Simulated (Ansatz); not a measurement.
**Hf: do energies and stresses tell the same story?**

Level of theory: DFT PBE, scalar-relativistic, plane waves, PAW in Ansatz.

Plane waves to 420 eV, a k mesh through Γ of 16×16×16 on the computed 1-atom cell and Gaussian smearing (0.10 eV); no spin polarisation.

Relaxed cell: Im-3m, a = 3.545 Å, b = 3.545 Å, c = 3.545 Å, α = 90.00°, β = 90.00°, γ = 90.00°, 1 atom in the primitive cell. This bcc form isn't the element's structure at ambient conditions.

Energies at zero smearing and pressures from the stress tensor, at volumes with shape and atoms relaxed:
```csv
V (Å³/atom),E − E(first) (meV/atom),P (GPa)
19.596,0.00,15.93
20.264,-56.48,11.15
20.932,-94.20,6.95
21.600,-115.34,3.24
22.268,-121.72,-0.01
22.936,-115.12,-2.86
23.604,-97.33,-5.32
24.495,-58.94,-8.12
```

**Question.** Check P = −dE/dV between neighbouring volumes, and get the bulk modulus from the pressures alone.

**Answer.** With 1 eV/Å³ = 160.2 GPa:
| middle V (Å³/atom) | −ΔE/ΔV (GPa) | mean P (GPa) |
| --- | --- | --- |
| 19.930 | 13.545 | 13.542 |
| 20.598 | 9.046 | 9.051 |
| 21.266 | 5.070 | 5.097 |
| 21.934 | 1.530 | 1.614 |
| 22.602 | -1.581 | -1.435 |
| 23.270 | -4.268 | -4.089 |
| 24.049 | -6.905 | -6.721 |

The two differ by 0.18 GPa at most. The mean of two end pressures misses the average over a step by about ΔV² P″/12, up to 0.05 GPa here; with that taken off 0.15 GPa remains. The stress is the derivative of the free energy, not of the energy at zero smearing, and with free energies 0.01 GPa remains. Around V = 22.268 Å³/atom, the two neighbours give B = −V ΔP/ΔV = 22.268 × 6.10 / 1.336 = 101.7 GPa, against B0 = 102.4 GPa from the Birch–Murnaghan fit of the energies.

Spin–orbit coupling is left out, which can shift energies with elements as heavy as these.